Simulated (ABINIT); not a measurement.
Here is an ABINIT 10.8.3 (patched build) calculation.

File run.abi:

```
# Pseudopotentials
pp_dirpath "./"
pseudos "Ga.upf, P.upf"

# Structure
acell 7.2831660764 7.2831660764 7.2831660764
rprim
     0.0000000000     0.7071067812     0.7071067812
     0.7071067812     0.0000000000     0.7071067812
     0.7071067812     0.7071067812     0.0000000000
ntypat 2
znucl 31 15
natom 2
typat 1 2
xred
     0.0000000000     0.0000000000     0.0000000000
     0.7500000000     0.7500000000     0.7500000000

# Plane-wave basis
ecut 40.0

# k points
kptopt 1
ngkpt 6 6 6
nshiftk 1
shiftk 0.0 0.0 0.0

# Exchange and correlation
ixc 11

# Bands and occupations
nband 13
occopt 3
tsmear 0.05 eV

# SCF cycle
nstep 100
tolvrs 1.0e-10

# Output
iomode 3
prtwf 0
prteig 0
prtebands 0
enunit 2
prtden 1
prtvha 1
prtvclmb 1
prtpot 1
prtelf 1
```

Potentials or basis: PseudoDojo NC SR PBE v0.4.1 standard.

Launch:

```bash
$ abinit run.abi > log 2>&1
```

(1) What does it give for the pressure?

(2) What does it give for the band gap on the k mesh?

Results:

(1) 2.6 GPa.

(2) 1.65 eV, indirect (least direct gap 1.82 eV).

**What was measured.**

“Stacking defects in GaP nanowires: Electronic structure and optical properties”, 2018, arxiv:1810.01194 quotes, for a bulk crystal of GaP at 10 K: band gap 2.34 eV (indirect).

A measured gap of GaP is 2.34 eV (indirect; 10 K; quoted in “Stacking defects in GaP nanowires: Electronic structure and optical properties”, 2018, arxiv:1810.01194); the calculated 1.65 eV misses it by -0.69 eV. Spin-orbit coupling on Ga is left out. The value is that of PBE on a finite k mesh, which can miss the band edges, without temperature or zero-point motion. Semilocal functionals fall short of measured gaps as a rule.
